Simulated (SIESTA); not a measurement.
WS2, a slab with vacuum:

```
S W
1.0
     3.15800    0.00000    0.00000
    -1.57900    2.73491    0.00000
     0.00000    0.00000   24.29369
S W
4 2
Direct
  0.33333 0.66667 0.30872
  0.33333 0.66667 0.43758
  0.00000 0.00000 0.56242
  0.00000 0.00000 0.69128
  0.66667 0.33333 0.37392
  0.33333 0.66667 0.62762
```

Base run:

- Program: SIESTA 5.4.2
- Functional: PBE
- Potentials or basis: PseudoDojo 0.4 standard (PBE files)
- Basis: DZP (energy shift 0.003 Ry; two zetas on semicore shells)
- Grid cutoff: 800 Ry
- Energy shift: 0.003 Ry
- k mesh: 7 × 7 × 1
- Occupations: fermi-dirac, width 0.05 eV
- Spin: no spin polarisation

Its results: band gap on the k mesh 1.60 eV, indirect (least direct gap 2.53 eV); largest force 1.091 eV/Å.

**Question.** The run is repeated on the same cell with these changes: basis from DZP (energy shift 0.003 Ry; two zetas on semicore shells) to SZ (energy shift 0.003 Ry). What comes out?

**Answer.** Band gap on the k mesh 1.30 eV, indirect (least direct gap 2.35 eV); largest force 2.991 eV/Å.

Caveats: spin-orbit coupling is left out, which moves the levels of the heavy elements; the basis of atomic orbitals isn't converged, which shifts pressures, moduli and gaps; the basis has no polarisation orbitals (some runs).

A k mesh can miss the band edges.
